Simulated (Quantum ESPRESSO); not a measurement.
# Sc (I4/mmm) in Quantum ESPRESSO: convergence with k mesh

Aim: find how far k mesh must go before the results for Sc settle, at LDA. This setting moves, with any that are tied to it; all else stays.

Program: Quantum ESPRESSO 7.5. These are calculated values, not measurements. Logs are shortened: lines on timing, memory, paths and dates and some standing lists are left out, and cuts for length are marked.

### 1 Starting point

The structure is tetragonal, space group I4/mmm (No. 139). Conventional cell: a = 3.834 Å, b = 3.834 Å, c = 3.435 Å, α = 90.00°, β = 90.00°, γ = 90.00°. Sc (site symmetry 4/mmm) is surrounded by 10 Sc at 3.21 to 3.44 Å.

This isn't the form of Sc at room conditions, which is hcp.

### 2 With k mesh 1 × 1 × 1

The input, pw.in:

```
&CONTROL
  calculation = 'scf'
  prefix = 'pwscf'
  outdir = './tmp'
  pseudo_dir = './pseudo'
  tprnfor = .true.
  tstress = .true.
  disk_io = 'nowf'
/
&SYSTEM
  ibrav = 0
  nat = 1
  ntyp = 1
  ecutwfc = 78
  nbnd = 22
  input_dft = 'pz'
  occupations = 'smearing'
  smearing = 'fd'
  degauss = 0.00734986
  noncolin = .true.
  lspinorb = .true.
/
&ELECTRONS
  conv_thr = 2d-10
  electron_maxstep = 120
  mixing_beta = 0.5
/
ATOMIC_SPECIES
Sc    44.9559 Sc.upf
CELL_PARAMETERS angstrom
  -1.9172054859    1.9172054859    1.7176030000
   1.9172054859   -1.9172054859    1.7176030000
   1.9172054859    1.9172054859   -1.7176030000
ATOMIC_POSITIONS crystal
Sc     0.0000000000    0.0000000000    0.0000000000
K_POINTS automatic
1 1 1 0 0 0
```

Potentials or basis: PseudoDojo 0.4 FR PBEsol stringent.

On the command line:

```bash
$ OMP_NUM_THREADS=1 pw.x -in pw.in > pw.out
```

It took 1.9 s on 1 thread of Arm Neoverse V1, shared host; peak memory 0.07 GiB.

Results:

```yaml
Free_energy: -1318.3984 eV
Pressure: 3.5 GPa
```

### 3 With k mesh 2 × 2 × 2

pw.in, as its differences from that of step 2:

```diff
@@ -36,2 +36,2 @@
 K_POINTS automatic
-1 1 1 0 0 0
+2 2 2 0 0 0
```

Potentials or basis: PseudoDojo 0.4 FR PBEsol stringent.

On the command line:

```bash
$ OMP_NUM_THREADS=1 pw.x -in pw.in > pw.out
```

It took 5.8 s on 1 thread of Arm Neoverse V1, shared host; peak memory 0.07 GiB.

Results:

```yaml
Free_energy: -1314.3934 eV
Pressure: -16.1 GPa
Band_gap_on_the_k_mesh: none (metal or under the smearing width)
```

### 4 With k mesh 4 × 4 × 4

pw.in, as its differences from that of step 3:

```diff
@@ -36,2 +36,2 @@
 K_POINTS automatic
-2 2 2 0 0 0
+4 4 4 0 0 0
```

On the command line:

```bash
$ OMP_NUM_THREADS=1 pw.x -in pw.in > pw.out
```

Run time: 19 s. Hardware: 1 thread of Arm Neoverse V1, shared host; peak memory 0.09 GiB.

What came out:

```
Free energy            : -1314.0430 eV
Pressure               : -5.2 GPa
Band gap on the k mesh : none (metal or under the smearing width)
```

### 5 With k mesh 5 × 5 × 5

pw.in, as its differences from that of step 4:

```diff
@@ -36,2 +36,2 @@
 K_POINTS automatic
-4 4 4 0 0 0
+5 5 5 0 0 0
```

On the command line:

```bash
$ OMP_NUM_THREADS=1 pw.x -in pw.in > pw.out
```

It took 24 s on 1 thread of Arm Neoverse V1, shared host; peak memory 0.09 GiB.

What came out:

- Free energy: -1313.9975 eV
- Pressure: -5.0 GPa
- Band gap on the k mesh: none (metal or under the smearing width)

### 6 With k mesh 6 × 6 × 6

pw.in, as its differences from that of step 5:

```diff
@@ -36,2 +36,2 @@
 K_POINTS automatic
-5 5 5 0 0 0
+6 6 6 0 0 0
```

Potentials or basis: PseudoDojo 0.4 FR PBEsol stringent.

On the command line:

```bash
$ OMP_NUM_THREADS=1 pw.x -in pw.in > pw.out
```

Run time: 41 s. Hardware: 1 thread of Arm Neoverse V1, shared host; peak memory 0.1 GiB.

Results (log left out):

| Quantity | Value |
| --- | --- |
| Free energy | -1314.0090 eV |
| Pressure | -5.1 GPa |
| Band gap on the k mesh | none (metal or under the smearing width) |

### 7 With k mesh 7 × 7 × 7

pw.in, as its differences from that of step 6:

```diff
@@ -36,2 +36,2 @@
 K_POINTS automatic
-6 6 6 0 0 0
+7 7 7 0 0 0
```

On the command line:

```bash
$ OMP_NUM_THREADS=1 pw.x -in pw.in > pw.out
```

Wall time 57 s (1 thread of Arm Neoverse V1, shared host); peak memory 0.12 GiB.

Results (log left out):

* Free energy: -1314.0069 eV
* Pressure: -5.0 GPa
* Band gap on the k mesh: none (metal or under the smearing width)

### 8 With k mesh 8 × 8 × 8

pw.in, as its differences from that of step 7:

```diff
@@ -36,2 +36,2 @@
 K_POINTS automatic
-7 7 7 0 0 0
+8 8 8 0 0 0
```

On the command line:

```bash
$ OMP_NUM_THREADS=1 pw.x -in pw.in > pw.out
```

Wall time 89 s (1 thread of Arm Neoverse V1, shared host); peak memory 0.15 GiB.

It converged, with:

- Free energy: -1314.0060 eV
- Pressure: -5.0 GPa
- Band gap on the k mesh: none (metal or under the smearing width)

### 9 With k mesh 10 × 10 × 10

pw.in, as its differences from that of step 8:

```diff
@@ -36,2 +36,2 @@
 K_POINTS automatic
-8 8 8 0 0 0
+10 10 10 0 0 0
```

Potentials or basis: PseudoDojo 0.4 FR PBEsol stringent.

On the command line:

```bash
$ OMP_NUM_THREADS=1 pw.x -in pw.in > pw.out
```

Run time: 2.7 min. Hardware: 1 thread of Arm Neoverse V1, shared host; peak memory 0.2 GiB.

It converged, with:

```yaml
Free_energy: -1314.0064 eV
Pressure: -5.0 GPa
Band_gap_on_the_k_mesh: none (metal or under the smearing width)
```

### 10 With k mesh 11 × 11 × 11

pw.in, as its differences from that of step 9:

```diff
@@ -36,2 +36,2 @@
 K_POINTS automatic
-10 10 10 0 0 0
+11 11 11 0 0 0
```

Potentials or basis: PseudoDojo 0.4 FR PBEsol stringent.

On the command line:

```bash
$ OMP_NUM_THREADS=1 pw.x -in pw.in > pw.out
```

pw.out:

```text
This program is part of the open-source Quantum ESPRESSO suite
     for quantum simulation of materials; please cite
         "P. Giannozzi et al., J. Phys.:Condens. Matter 21 395502 (2009);
         "P. Giannozzi et al., J. Phys.:Condens. Matter 29 465901 (2017);
         "P. Giannozzi et al., J. Chem. Phys. 152 154105 (2020);
     in publications or presentations arising from this work. More details at

     IMPORTANT: XC functional enforced from input :
     Exchange-correlation= PZ
                           (   1   1   0   0   0   0   0)
     Any further DFT definition will be discarded
     Please, verify this is what you really want

     Message from routine setup:
     using ibrav=0 with symmetry is DISCOURAGED, use correct ibrav instead

     G-vector sticks info
     --------------------
     sticks:   dense  smooth     PW     G-vecs:    dense   smooth      PW
     Sum         823     823    253                15859    15859    2699

     Using Slab Decomposition

     bravais-lattice index     =            0
     lattice parameter (alat)  =       6.0653  a.u.
     unit-cell volume          =     170.4185 (a.u.)^3
     number of atoms/cell      =            1
     number of atomic types    =            1
     number of electrons       =        11.00
     number of Kohn-Sham states=           22
     kinetic-energy cutoff     =      78.0000  Ry
     charge density cutoff     =     312.0000  Ry
     scf convergence threshold =      2.0E-10
     mixing beta               =       0.5000
     number of iterations used =            8  plain     mixing
     Exchange-correlation= PZ
                           (   1   1   0   0   0   0   0)
     Non magnetic calculation with spin-orbit

     celldm(1)=   6.065260  celldm(2)=   0.000000  celldm(3)=   0.000000
     celldm(4)=   0.000000  celldm(5)=   0.000000  celldm(6)=   0.000000

     crystal axes: (cart. coord. in units of alat)
               a(1) = (  -0.597335   0.597335   0.535146 )
               a(2) = (   0.597335  -0.597335   0.535146 )
               a(3) = (   0.597335   0.597335  -0.535146 )

     reciprocal axes: (cart. coord. in units 2 pi/alat)
               b(1) = ( -0.000000  0.837051  0.934325 )
               b(2) = (  0.837051 -0.000000  0.934325 )
               b(3) = (  0.837051  0.837051  0.000000 )

     PseudoPot. # 1 for Sc read from file:
     Sc.upf
     Pseudo is Norm-conserving + core correction, Zval = 11.0
     Generated using ONCVPSP code by D. R. Hamann
     Using radial grid of 1642 points, 10 beta functions with:
                l(1) =   0
                l(2) =   0
                l(3) =   1
                l(4) =   1
                l(5) =   1
                l(6) =   1
                l(7) =   2
                l(8) =   2
                l(9) =   2
               l(10) =   2

     atomic species   valence    mass     pseudopotential
     Sc               11.00    44.95590     Sc( 1.00)

     16 Sym. Ops., with inversion, found

   Cartesian axes

     site n.     atom                  positions (alat units)
         1        Sc     tau(   1) = (   0.0000000   0.0000000   0.0000000  )

     number of k points=   126  Fermi-Dirac smearing, width (Ry)=  0.0073

     Number of k-points >= 100: set verbosity='high' to print them.

     Dense  grid:    15859 G-vectors     FFT dimensions: (  36,  36,  36)

     Initial potential from superposition of free atoms

     starting charge      10.9975, renormalised to      11.0000
     Starting wfcs are   20 randomized atomic wfcs +    2 random wfcs

     Self-consistent Calculation

     iteration #  1     ecut=    78.00 Ry     beta= 0.50
     Davidson diagonalization with overlap
     ethr =  1.00E-02,  avg # of iterations =  3.2

     Threshold (ethr) on eigenvalues was too large:
     Diagonalizing with lowered threshold

     Davidson diagonalization with overlap
     ethr =  1.32E-04,  avg # of iterations =  2.6

     total energy              =     -96.57425959 Ry
     estimated scf accuracy    <       0.01696317 Ry

     iteration #  2     ecut=    78.00 Ry     beta= 0.50
     Davidson diagonalization with overlap
     ethr =  1.54E-04,  avg # of iterations =  1.8
[... 43 lines left out ...]
     total energy              =     -96.57771314 Ry
     estimated scf accuracy    <          5.7E-10 Ry

     iteration #  9     ecut=    78.00 Ry     beta= 0.50
     Davidson diagonalization with overlap
     ethr =  4.29E-12,  avg # of iterations =  2.0

     End of self-consistent calculation

     Number of k-points >= 100: set verbosity='high' to print the bands.

     the Fermi energy is     8.8345 ev

!    total energy              =     -96.57771314 Ry
     estimated scf accuracy    <          3.2E-12 Ry
     smearing contrib. (-TS)   =      -0.00592313 Ry
     internal energy E=F+TS    =     -96.57179001 Ry

     The total energy is F=E-TS. E is the sum of the following terms:
     one-electron contribution =     -38.83700854 Ry
     hartree contribution      =      21.19158014 Ry
     xc contribution           =     -15.90977621 Ry
     ewald contribution        =     -63.01658541 Ry

     convergence has been achieved in   9 iterations

     Forces acting on atoms (cartesian axes, Ry/au):

     atom    1 type  1   force =     0.00000000    0.00000000    0.00000000

     Total force =     0.000000     Total SCF correction =     0.000000

     Computing stress (Cartesian axis) and pressure

          total   stress  (Ry/bohr**3)                   (kbar)     P=      -50.33
  -0.00036027   0.00000000   0.00000000          -53.00        0.00        0.00
   0.00000000  -0.00036027   0.00000000            0.00      -53.00        0.00
   0.00000000   0.00000000  -0.00030593            0.00        0.00      -45.00

=------------------------------------------------------------------------------=
   JOB DONE.
=------------------------------------------------------------------------------=
```

It took 3.3 min on 1 thread of Arm Neoverse V1, shared host; peak memory 0.23 GiB.

What came out:

- Free energy: -1314.0067 eV
- Pressure: -5.0 GPa
- Band gap on the k mesh: none (metal or under the smearing width)

### 11 Summary

```
      k mesh  energy less the tightest run, at zero smearing (meV/atom)  pressure (GPa)  SCF cycles  CPU time (s)  peak memory (GiB)
   1 × 1 × 1                                                   -4345.82            3.55           9           1.9               0.07
   2 × 2 × 2                                                    -374.14          -16.14           8           5.8               0.07
   4 × 4 × 4                                                     -37.91           -5.20           9            19               0.09
   5 × 5 × 5                                                      13.54           -5.01           8            24               0.09
   6 × 6 × 6                                                      -3.77           -5.09           8            41                0.1
   7 × 7 × 7                                                       0.40           -5.00           9            57               0.12
   8 × 8 × 8                                                       0.64           -5.05           9            89               0.15
10 × 10 × 10                                                       0.75           -5.03           9           160                0.2
11 × 11 × 11                                                       0.00           -5.03           9           200               0.23
```

Against the tightest run, the energy stays within 1 meV/atom from 7 × 7 × 7 on; the pressure stays within 0.1 GPa from 5 × 5 × 5 on. Meshes of other sizes hit other points, so gaps and Fermi surfaces needn't settle smoothly. The tightest run that finished is the yardstick and may itself not be fully converged.

Caveats: the potentials were made for another functional, which shifts forces and pressure.
